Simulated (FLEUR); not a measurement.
# SnTe: single point with PBE

SnTe:

```
Te Sn
1.0
     0.00000    3.61115    3.61115
     3.61115    0.00000    3.61115
     3.61115    3.61115    0.00000
Te Sn
1 1
Direct
  0.25000 0.25000 0.25000
  0.00000 0.00000 0.00000
```

Measurements of this composition are mostly on another form, of space group No. 225.

```
Program             : FLEUR MaX-R8.1 (later development tree)
Task                : single point
Functional          : PBE
Potentials or basis : all-electron
Basis               : FLAPW
Kmax                : 3.5 1/bohr
k mesh              : 7 × 7 × 7
Occupations         : fermi-dirac, width 0.05 eV
Spin                : no spin polarisation
```

| Quantity | Value |
| --- | --- |
| Band gap on the k mesh | 0.33 eV, indirect (least direct gap 0.82 eV) |
| Valence electrons inside the program's atomic spheres | Te 20.09; Sn 20.07 (radii Te 2.66, Sn 2.66 bohr) |

Levels at points of the mesh, in eV from the valence-band top:
```csv
k point,band 20,band 21,band 22,band 23,band 24,band 25
"(0.00, 0.00, 0.00)",-1.75,-1.75,-1.75,1.19,1.19,1.19
```

Core levels (eV from the Fermi level):
```csv
atom,levels
1 Te,"1s1/2 -31602.7, 2s1/2 -4840.7, 2p1/2 -4535.0, 2p3/2 -4260.5, 3s1/2 -959.5, 3p1/2 -833.8, 3p3/2 -782.6, 4s1/2 -159.3, 3d3/2 -561.0, 3d5/2 -550.3"
2 Sn,"1s1/2 -28991.7, 2s1/2 -4372.1, 2p1/2 -4083.6, 2p3/2 -3852.9, 3s1/2 -840.5, 3p1/2 -723.4, 3p3/2 -681.2, 3d3/2 -474.2, 3d5/2 -465.5"
```

Wall time 44 s on 1 thread of Intel(R) Xeon(R) 6975P-C (Granite Rapids), with other jobs on the host, peak memory 0.11 GiB.

Caveat: spin-orbit coupling is left out, which moves the levels of the heavy elements; an odd mesh through Γ misses points on the zone boundary, where band edges often lie.
